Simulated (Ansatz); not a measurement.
# k-point convergence of GW for SnO2 (1T monolayer)

Wanted: mesh convergence of the gap correction in SnO2 (1T monolayer).

Calculated with Ansatz 0.2.0; G0W0 on PBEsol, plane waves, PAW; PAW set soft_1.

## 1. The structure

The cell holds 3 atoms: 1 Sn and 2 O. Its edges and angles: a = 3.191 Å, b = 3.191 Å, c = 27.200 Å, α = 90.0°, β = 90.0°, γ = 120.0°. Vacuum lies along c.

The structure was relaxed with PBEsol. The runs that relaxed it are not among those shown. The Coulomb interaction is cut off across the vacuum.

## 2. The 3×3×1 mesh

G0W0 replaces the xc potential by the self-energy, built once from these orbitals. Only a window of levels is corrected, while the sums run over the empty bands that the input names. This step takes PAW set soft_1 files.

File input.yaml:

```yaml
crystal:
  lattice:
    - [3.1913106965, 0.0, 0.0]
    - [-1.5956553482, 2.7637561345, 0.0]
    - [0.0, 0.0, 27.2]
  atoms:
    - { symbol: Sn, position: [0.0, 0.0, 0.5] }
    - { symbol: O, position: [0.3333333333, 0.6666666667, 0.5369635201] }
    - { symbol: O, position: [0.6666666667, 0.3333333333, 0.4630364799] }
  periodic: [true, true, false]
kpoints:
  mp_grid: { grid: [3, 3, 1] }
hamiltonian:
  xc: pbesol
  pseudopotentials: { kind: paw, azcp: { folder: soft_1 }, xc_functional: pbe }
scf:
  occupations: { method: fixed }
gw:
  n_empty_bands: 216
  ecut_chi: 54.0
  qp_bands: [v2, c2]
  qp_kpoints: band_edges
  screening: { model: contour_deformation }
```

Started as:

```console
$ ansatz run input.yaml --threads 4 --pin off --max-ram 17510MiB --backend cpu --events-out ev --progress --plain --runs-dir out
```

Numbers of over 12 decimals in the logs are rounded to 6 here.

The program printed:

```text
Engine: ansatz 0.2.0, aarch64-unknown-linux-gnu
Pseudopotentials: kind: paw
Pseudopotential: Sn, paw, valence charge 14, recommended cutoff 420 eV (normal), soft_1/Sn.paw.azcp
Pseudopotential: O, paw, valence charge 6, recommended cutoff 420 eV (normal), soft_1/O.paw.azcp
Functional definition: PBEsol
  exchange = pbesol_x
  correlation = pbesol_c
Crystal: 3 atoms, lattice volume = 239.904 Å³
Basis set: ecut = 420 eV, 4759 PW (Γ)
Bands: 17, of which v1, the nominal top of the filled ones, is band 13 counted from 1 (12 counted from 0)
Symmetry: 12 space group operations
Space group: P-3m1 (ITA 164), of the structure as read, at distance tolerance 6.2e-5 Å
k-points: 3 of 9
Non-local potential: Sn, projectors of the file, l = 0: 2, l = 1: 2, l = 2: 2, l = 3: 1
Non-local potential: O, projectors of the file, l = 0: 2, l = 1: 2, l = 2: 1
PAW form: soft (Blöchl's): semilocal exchange-correlation on the pseudo side does not see the compensation charge
PAW frozen core: Sn, regenerated for the run's functional, and the local potential with it (the file was generated under x = pbe(κ = 0.804, μ = 0.219515), c = pbe(β = 0.066725))
PAW frozen core: O, regenerated for the run's functional, and the local potential with it (the file was generated under x = pbe(κ = 0.804, μ = 0.219515), c = pbe(β = 0.066725))
PAW one-centre angular grid: Sn, 590 points (default); XC on 64 Gauss nodes
PAW one-centre angular grid: O, 110 points (default); XC on 64 Gauss nodes
Initial density: superposition of atomic densities (neutral atoms: chi_scale 0, normalization atom)
Initial wavefunctions: pseudopotential atomic-orbital guess
Functional: x = pbesol(κ = 0.804, μ = 0.123457), c = pbesol(β = 0.046)
SCF iter   1: F=—  HF=-7073.650972 eV  |F-HF|=—  |Δ(HF+E_count)|=         —  Δρ=6.03e-2  dr2=9.29e0  ethr=3.10e-3  ⟨swp⟩=6.7  Hψ=299  notcnv=0  defer=4
preconditioner: auto → none  [insulator: Δε(μ)=4.517 eV  Ē_g=19.326 eV  n_scr=16 (ndim 8)  ℏωp=12.2 eV  f_vac=0.798  ε∞_Penn≈1.4]
SCF iter   2: F=—  HF=-7071.727917 eV  |F-HF|=—  |Δ(HF+E_count)|=    1.92e0  Δρ=4.25e-2  dr2=2.60e0  ethr=3.10e-3  ⟨swp⟩=5.3  Hψ=196  notcnv=0  defer=5
SCF iter   3: F=—  HF=-7071.004099 eV  |F-HF|=—  |Δ(HF+E_count)|=   7.24e-1  Δρ=9.67e-3  dr2=1.07e-1  ethr=3.10e-3  ⟨swp⟩=4.7  Hψ=163  notcnv=0  defer=4
SCF iter   4: F=—  HF=-7070.989617 eV  |F-HF|=—  |Δ(HF+E_count)|=   1.45e-2  Δρ=8.50e-4  dr2=2.55e-3  ethr=4.10e-4  ⟨swp⟩=4.0  Hψ=110  notcnv=0  defer=6
SCF iter   5: F=—  HF=-7070.988763 eV  |F-HF|=—  |Δ(HF+E_count)|=   8.55e-4  Δρ=3.20e-4  dr2=1.32e-4  ethr=9.83e-6  ⟨swp⟩=4.3  Hψ=135  notcnv=0  defer=6
SCF iter   6: F=—  HF=-7070.988749 eV  |F-HF|=—  |Δ(HF+E_count)|=   1.39e-5  Δρ=1.16e-4  dr2=2.28e-5  ethr=5.06e-7  ⟨swp⟩=3.0  Hψ=116  notcnv=0  defer=6
SCF iter   7: F=—  HF=-7070.988743 eV  |F-HF|=—  |Δ(HF+E_count)|=   5.74e-6  Δρ=2.46e-5  dr2=9.97e-7  ethr=8.77e-8  ⟨swp⟩=2.7  Hψ=103  notcnv=0  defer=6
SCF iter   8: F=-7070.988743 eV  HF=-7070.988743 eV  |F-HF|=1.54e-8  |Δ(HF+E_count)|=   2.51e-7  Δρ=3.92e-6  dr2=3.28e-8  ethr=3.85e-10  ⟨swp⟩=14.7  Hψ=384  notcnv=0
SCF 1 converged in 8 iterations: F = -7070.988743 eV  dr2 = 3.28e-8
[...]
NSCF: frozen V_eff on 3 k-points
G₀W₀ screening: q 1/3
[... further progress lines ...]
NSCF: frozen V_eff on 1 k-points
SCF converged after 8 iterations
Free energy (F): -7070.988743 eV
Harris-Foulkes:  -7070.988743 eV  (|F-HF|=1.54e-8)
Internal energy: -7070.988743 eV  (E = F + TS)
E sigma→0 (E₀):  -7070.988743 eV
Fermi energy:    -8.479557 eV
--- Per-component energies (eV) ---
  E_band       = -503.973220
  E_kinetic    = 506.672773
  E_local      = -42024.620614  (includes V_loc(G=0)·N_el)
  E_nonlocal   = 252.547341
  E_hartree    = 20718.653411
  E_xc         = -265.197863
  E_vxc        = -260.963104  (∫ρ·V_xc dr)
  E_paw        = -4613.436573  (= ΣΔE_a)
  E_vpaw       = -414.923882  (= ΣTr[D̂ρ^β])
  E_aug_tail   = 0.001864  (compensation charges beyond the density's cutoff)
  E_ewald      = 18354.035504
  E_core_change = 0.355415  (= ΣΔE_core)
  E_smearing   = -0.000000  (= −TS)
  E_closure    = -0.000000  (closes the sum)
  Σ components = -7070.988743   (vs F -7070.988743, Δ=0.00e0)
--- Band table (eV) ---
  k-point 0: bands = [... 9 lower, -9.5261, -9.0297, -9.0297, -8.9643, -5.5633, -2.5308, -0.1605, -0.1493]
  k-point 1: bands = [... 9 lower, -10.9382, -9.6356, -8.7146, -8.4796, -2.9585, -0.9961, 1.2177, 1.9919]
  k-point 2: bands = [... 9 lower, -11.9619, -10.9853, -8.4911, -8.4911, -1.8183, 1.6383, 2.0903, 2.0903]
--- G₀W₀: contour deformation, 6 samples at zero and on the imaginary axis and 2 off it, 9 q-points, 216 empty bands' worth ---
  eigenvalues of the whole cell's RPA ε∞ on this k-mesh (on a slab, of 1 + 4πα/V) = 1.1053, 1.7433, 1.7433; static W/v taken at q = 0 is 0.691001
  gw.qp_kpoints: band_edges: 3 of 3 stored k-points solved, in 1 pass; an edge of the gap read off the rows below is read off those points alone
  `?` marks the rows in doubt; gw_qp.tsv's column doubts and the gw_qp event give each row's grounds
    ik  band        ε_KS         Σx   Σc(E_QP)       V_xc       Z   E_QP_lin       E_QP  E_QP is
     0    12     -9.0297   -26.7242     4.4283   -21.5310  0.7443    -9.8088    -9.7945  root
     0    13     -8.9643   -23.9263     4.5915   -18.4538  0.7356    -9.8670    -9.8453  root
     0    14     -5.5633   -13.0978    -2.6441   -17.0238  0.8036    -4.2544    -4.2813  root
     0    15     -2.5308    -9.4620    -3.3496   -14.1432  0.8263    -1.1512    -1.1992  root
     1    12     -8.7146   -26.4370     4.3311   -21.3659  0.7484    -9.4667    -9.4545  root
     1    13     -8.4796   -25.8939     4.8629   -20.1689  0.7365    -9.3608    -9.3417  root
     1    14     -2.9585   -14.6065    -3.3535   -19.8373  0.7829    -1.0137    -1.0812  root
     1    15     -0.9961    -7.5000    -3.8153   -12.6570  0.8127     0.3805     0.3456  root
     2    12     -8.4911   -26.1161     4.7434   -20.5227  0.7396    -9.3590    -9.3410  root
     2    13     -8.4911   -26.1161     4.7434   -20.5227  0.7396    -9.3590    -9.3410  root
     2    14     -1.8183   -15.1528    -3.7543   -21.0392  0.7744     0.4278     0.3137  root ?
     2    15      1.6383    -8.5990    -4.3942   -14.6323  0.7594     3.3061     3.2774  root
```

Run time: 7.4 s. Hardware: 4 threads of Arm Neoverse V1, shared host; peak memory 0.85 GiB.

Reading the cycles: dr2 is the Hartree energy of the density residual (eV), the measure of convergence; HF is the Harris–Foulkes estimate of the energy, which meets the free energy F at convergence.

This step gave:

- bands summed: 229
- plane waves in the screening matrix: 183
- q-points in the mesh: 9
- G0W0 gap on the mesh: 5.060 eV
- k of the valence top: 0.3333, 0.3333, 0
- k of the conduction bottom: 0, 0, 0
- starting gap on the mesh: 2.916 eV
- Z at the valence top: 0.7396
- Z at the conduction bottom: 0.8036
- least direct G0W0 gap on the computed points: 5.513 eV

The gap on the mesh goes from 2.92 eV to 5.06 eV, a correction of +2.14 eV. Between the two edge states, bare exchange in place of the xc potential would open the gap by 9.52 eV, and correlation takes back 7.39 eV.

## 3. The 6×6×1 mesh

Only the mesh changes. It samples the long-range screening, which converges on its own terms.

Edit input.yaml of step 2 so:

```diff
@@ -11,3 +11,3 @@
 kpoints:
-  mp_grid: { grid: [3, 3, 1] }
+  mp_grid: { grid: [6, 6, 1] }
 hamiltonian:
```

The program printed:

```text
[...]
Crystal: 3 atoms, lattice volume = 239.904 Å³
Basis set: ecut = 420 eV, 4759 PW (Γ)
Bands: 17, of which v1, the nominal top of the filled ones, is band 13 counted from 1 (12 counted from 0)
Symmetry: 12 space group operations
[...]
k-points: 7 of 36
[...]
SCF iter   1: F=—  HF=-7073.686852 eV  |F-HF|=—  |Δ(HF+E_count)|=         —  Δρ=6.00e-2  dr2=9.20e0  ethr=3.10e-3  ⟨swp⟩=6.9  Hψ=730  notcnv=0  defer=11
[...]
SCF iter   9: F=-7071.076332 eV  HF=-7071.076332 eV  |F-HF|=1.08e-10  |Δ(HF+E_count)|=   2.95e-8  Δρ=6.26e-7  dr2=5.93e-10  ethr=3.85e-10  ⟨swp⟩=17.1  Hψ=836  notcnv=0
SCF 1 converged in 9 iterations: F = -7071.076332 eV  dr2 = 5.93e-10
[...]
NSCF: frozen V_eff on 7 k-points
G₀W₀ screening: q 1/7
[... further progress lines ...]
SCF converged after 9 iterations
Free energy (F): -7071.076332 eV
[...]
Internal energy: -7071.076332 eV  (E = F + TS)
[...]
0    13     -9.0135   -24.1482     4.5831   -18.4845  0.7479   -10.1217   -10.0941  root
     0    14     -5.6032   -13.3755    -2.2522   -17.0463  0.8250    -4.1656    -4.1847  root
     0    15     -2.5691    -9.5713    -3.0864   -14.1450  0.8318    -1.0555    -1.0818  root
     1    12     -8.8953   -26.2851     4.1078   -21.3580  0.7631    -9.7263    -9.7146  root
     1    13     -8.6514   -25.5274     4.7017   -19.8267  0.7499    -9.6716    -9.6504  root
     1    14     -4.4384   -14.3561    -2.5026   -18.5571  0.8132    -2.7039    -2.7400  root
     1    15     -1.7047    -9.1918    -3.2566   -13.9794  0.8254    -0.1431    -0.1736  root
[...]
5    15      0.0316    -8.7305    -3.8034   -14.2258  0.8155     1.7681     1.7235  root
     6    12     -8.5476   -26.1851     4.6525   -20.5370  0.7527    -9.5636    -9.5433  root
     6    13     -8.5476   -26.1851     4.6525   -20.5370  0.7527    -9.5636    -9.5433  root
     6    14     -1.8720   -15.1059    -3.6291   -21.0335  0.7866     0.5371     0.4264  root ?
     6    15      1.5987    -8.5745    -4.2723   -14.6396  0.7793     3.4127     3.3915  root
[key lines of the parts left out:]
Fermi energy:    -8.422941 eV
```

Wall time 30 s (4 threads); peak memory 1.1 GiB.

This step gave:

| Quantity | Value |
| --- | --- |
| bands summed | 229 |
| plane waves in the screening matrix | 183 |
| q-points in the mesh | 36 |
| G0W0 gap on the mesh | 5.232 eV |
| k of the valence top | 0.1667, 0.3333, 0 |
| k of the conduction bottom | 0, 0, 0 |
| starting gap on the mesh | 2.820 eV |
| Z at the valence top | 0.7521 |
| Z at the conduction bottom | 0.8250 |
| least direct G0W0 gap on the computed points | 5.758 eV |

Against the run with 3×3×1 mesh, 216 empty bands, screening to 54 eV, PAW set soft_1 files, the gap moves by +0.17 eV, while the start moved by −0.10 eV. A band edge is found at another k point on this mesh.

## 4. The 9×9×1 mesh

Edit input.yaml of step 3 so:

```diff
@@ -11,3 +11,3 @@
 kpoints:
-  mp_grid: { grid: [6, 6, 1] }
+  mp_grid: { grid: [9, 9, 1] }
 hamiltonian:
```

The program printed:

```text
[...]
Crystal: 3 atoms, lattice volume = 239.904 Å³
Basis set: ecut = 420 eV, 4759 PW (Γ)
Bands: 17, of which v1, the nominal top of the filled ones, is band 13 counted from 1 (12 counted from 0)
Symmetry: 12 space group operations
[...]
k-points: 12 of 81
[...]
10    15      0.6437    -9.1122    -3.9682   -14.8598  0.8064     2.4746     2.4231  root
    11    12     -8.5490   -26.1883     4.6462   -20.5372  0.7533    -9.5744    -9.5539  root
    11    13     -8.5490   -26.1883     4.6462   -20.5372  0.7533    -9.5744    -9.5539  root
    11    14     -1.8733   -15.1058    -3.6221   -21.0335  0.7885     0.5469     0.4324  root ?
    11    15      1.5976    -8.5743    -4.2731   -14.6400  0.7840     3.4280     3.3902  root
[key lines of the parts left out:]
SCF converged after 8 iterations
Free energy (F): -7071.076747 eV
Fermi energy:    -8.407244 eV
```

It took 1.8 min on 4 threads; peak memory 1.1 GiB.

This step gave:

```yaml
bands_summed: 229
plane_waves_in_the_screening_matrix: 183
g0w0_gap_on_the_mesh: 5.215 eV
k_of_the_valence_top: 0.2222, 0.2222, 0
k_of_the_conduction_bottom: 0, 0, 0
starting_gap_on_the_mesh: 2.803 eV
least_direct_g0w0_gap_on_the_computed_points: 5.756 eV
```

Against the run with 6×6×1 mesh, 216 empty bands, screening to 54 eV, PAW set soft_1 files, the gap moves by −0.017 eV. A band edge is found at another k point on this mesh.

## 5. The meshes together

Times are wall times on 4 threads of Arm Neoverse V1, shared host, good to a factor of about two.

| mesh | points | irreducible | start (eV) | G0W0 (eV) | shift (eV) | mean of 1 + 4πα/V (set by the cell height) | time |
| --- | --- | --- | --- | --- | --- | --- | --- |
| 3×3×1 | 9 | 3 | 2.916 | 5.060 | +2.143 | 1.53 | 7.4 s |
| 6×6×1 | 36 | 7 | 2.820 | 5.232 | +2.412 | 1.43 | 30 s |
| 9×9×1 | 81 | 12 | 2.803 | 5.215 | +2.412 | 1.42 | 1.8 min |

## 6. Summary of results

```yaml
3x3x1: 5.060 eV (shift +2.143)
6x6x1: 5.232 eV (shift +2.412)
9x9x1: 5.215 eV (shift +2.412)
settings: PBEsol start, 216 empty bands, 54 eV
```

**Reading.** The shift is +2.14 eV on 3×3×1 and +2.41 eV on 9×9×1. On 9×9×1 the edges lie at (0.222, 0.222, 0.000) and Γ, on 6×6×1 at (0.167, 0.333, 0.000) and Γ, so these two shifts belong to different pairs of states. The mean of 1 + 4πα/V (set by the cell height) ranges from 1.42 to 1.53 and ends at 1.42. The starting gap changes too, by 0.11 eV, since the meshes hold different points and converge the density differently. From 9 to 81 points the time grows 14-fold. Bands and cutoff are modest here, so the values stand off the basis limit. The mesh in the plane is coarse for a sheet; gap and any exciton binding can still move on denser ones. The many-body steps are scalar-relativistic: spin-orbit coupling is not in them.

[Paths, hosts, dates, memory and timing lines, banners, echoed tables and standing remarks are left out of the program output.]

[Logs are printed without paths, hosts, clocks, repeated set-up lines and the standing remarks that a program may print on its own settings, such as how far it seeks lower states.]

[Runs of the session that timed out or met a known fault of the program may be left out.]

[Cells called generated may have been cut or substituted from an entry of the Crystallography Open Database or the Materials Project.]

[Hosts, paths, dates, database ids (printed as entryN), source tags and the programs' standing remarks are cut or masked in the printed files.]
